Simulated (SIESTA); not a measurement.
Bi:

```
Bi
1.0
     3.48860   -3.13258    0.00000
     3.48860    3.13258    0.00000
    -1.26023    0.00000    3.11355
Bi
2
Cartesian
  4.1738 0.0000 2.6695
  1.5432 0.0000 0.4440
```

This isn't the form of Bi at room conditions, which is rhombohedral.

```yaml
Program: SIESTA 5.4.2
Task: single point
Functional: PBEsol
Potentials_or_basis: PseudoDojo 0.4 standard (PBEsol files)
Basis: DZP (energy shift 0.003 Ry; two zetas on semicore shells)
Grid_cutoff: 500 Ry
Energy_shift: 0.003 Ry
k_mesh: 6 × 6 × 9
Occupations: fermi-dirac, width 0.05 eV
Spin: no spin polarisation
```

On this cell: pressure -1.9 GPa; largest force 0.029 eV/Å; band gap on the k mesh none (metal or under the smearing width).

The same run follows on a disturbed copy (atoms moved at random, drawn with an rms of 0.05 Å):

```
Bi
1.0
     3.48860   -3.13258    0.00000
     3.48860    3.13258    0.00000
    -1.26023    0.00000    3.11355
Bi
2
Cartesian
  4.1692 0.0043 2.6437
  1.5625 0.0187 0.4507
```

What changes?

The energy (extrapolated to zero smearing) moves by +1.2 meV/atom; pressure -2.0 GPa; largest force 0.091 eV/Å; band gap on the k mesh none (metal or under the smearing width).

Forces in eV/Å, atoms in the order of the input:
```
Bi   0.073  0.019  0.050
Bi  -0.073 -0.019 -0.050
```

Stress tensor (GPa, compression positive):
```
-2.12 -0.02 -0.51
-0.02 -2.67 -0.02
-0.51 -0.02 -1.18
```

Caveats: spin-orbit coupling is left out, which moves the levels of the heavy elements; the basis of atomic orbitals isn't converged, which shifts pressures, moduli and gaps.
